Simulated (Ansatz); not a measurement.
## A vibration from a frozen displacement in Rh

The calculation used DFT PBE, scalar-relativistic, plane waves, PAW in Ansatz 0.2.0. The runs took a 420 eV cutoff, a Γ-centred 12×12×12 mesh and Gaussian smearing (0.15 eV). No spin polarisation. Energies are free energies at this smearing, counted from the undisturbed cell; pressure is positive in compression.

The starting cell (as given, not relaxed at this level; it stands at 5.8 GPa):

```xyz
8
Lattice="0.0000 -3.8031 -3.8031 -3.8031 -3.8031 0.0000 -3.8031 0.0000 -3.8031" Properties=species:S:1:pos:R:3 pbc="T T T"
Rh   -3.8031   -3.8031   -3.8031
Rh   -1.9016   -1.9016   -3.8031
Rh   -1.9016   -3.8031   -1.9016
Rh    0.0000   -1.9016   -1.9016
Rh   -3.8031   -1.9016   -1.9016
Rh   -1.9016    0.0000   -1.9016
Rh   -1.9016   -1.9016    0.0000
Rh    0.0000    0.0000    0.0000
```

Atom 1 (Rh) is moved by x along the Cartesian unit vector (0.707, 0.707, 0.000); the cell and all other atoms stay fixed. The cell's volume is 110.01 Å³; the moved atoms weigh 102.906 u together and the others 720.338 u. Some rows repeat others by symmetry and weren't run.

| x (Å) | ΔE (meV/cell) | total force on the moved atoms along the move (eV/Å) | pressure (GPa) |
| --- | --- | --- | --- |
| -0.6000 | 2905.32 | 12.1014 | 20.6698 |
| -0.5000 | 1864.85 | 8.8359 | 15.7633 |
| -0.4000 | 1115.69 | 6.2546 | 11.9851 |
| -0.3000 | 594.68 | 4.2455 | 9.1974 |
| -0.2000 | 253.83 | 2.6227 | 7.2810 |
| -0.1000 | 61.87 | 1.2480 | 6.1609 |
| 0.0000 | 0.00 | 0.0000 | 5.7926 |
| 0.1000 | 61.87 | -1.2480 | 6.1609 |
| 0.2000 | 253.83 | -2.6227 | 7.2810 |
| 0.3000 | 594.68 | -4.2455 | 9.1974 |
| 0.4000 | 1115.69 | -6.2546 | 11.9851 |
| 0.5000 | 1864.85 | -8.8359 | 15.7633 |
| 0.6000 | 2905.32 | -12.1014 | 20.6698 |

What frequency belongs to this motion?

The force constant is k = −dF/dx = 12.480 eV/Å², from the parabola through x = -0.1000, 0 and 0.1000. In every cell the moved atoms swing against the rest, so the mass is μ = m₁m₂/(m₁ + m₂) = 90.042 u, and ν̃ = 521.5 cm⁻¹ × √(|k|/μ) = 194 cm⁻¹, at this cell's pressure of 5.8 GPa. The pattern needn't be a normal mode: ν̃² is then a weighted mean of the squared nonzero frequencies at the zone centre of this cell, so it lies between the lowest and the highest of them.

How far does the harmonic law reach?

At x = -0.600 Å, kx²/2 = 2246.48 meV against the computed 2905.32 meV (+29.3 %): the well stiffens in this direction at large amplitude.

The pressure changes with x². What does that say about the frequency under compression?

With E = k(V)x²/2, k ∝ V^(−2γ) and x scaling with the cell as V^(1/3), P − P0 = −∂E/∂V = (2γ − 2/3) ΔE/V. At x = 0.2000 Å, V(P − P0) = 110.01 × 1.48836 / 160.2 eV = 1021.98 meV and ΔE = 253.83 meV, so γ = 1/3 + V(P − P0)/(2ΔE) = 2.35. This is the Grüneisen parameter of the motion under uniform scaling of the cell: shrinking the cell evenly by 1 % in volume raises the frequency by about 2.35 %.

In a metal these slopes depend on the k mesh and the smearing.

The displaced Rh atom sits in a single well whose restoring force grows faster than linearly. The move points straight at a nearest neighbour, so one contact shortens while the opposite one opens. Overlap repulsion rises more steeply than the d-band bonding weakens, which probably accounts for most of the hardening. Inversion symmetry at the fcc site removes the cubic term, leaving a positive quartic term as the leading anharmonicity.

The same steepness of the interatomic forces explains the positive Grüneisen parameter: displacement raises the pressure, the microscopic origin of ordinary thermal expansion. At large amplitude the pressure rises less than in proportion to the energy, so 2.35 describes small oscillations rather than the whole curve.

The positive curvature shows stability against this displacement only, not against every phonon. Nor does the hardening imply a frequency that rises on heating, since thermal expansion and coupling to other modes, both absent from this rigid-neighbour path, can outweigh it.
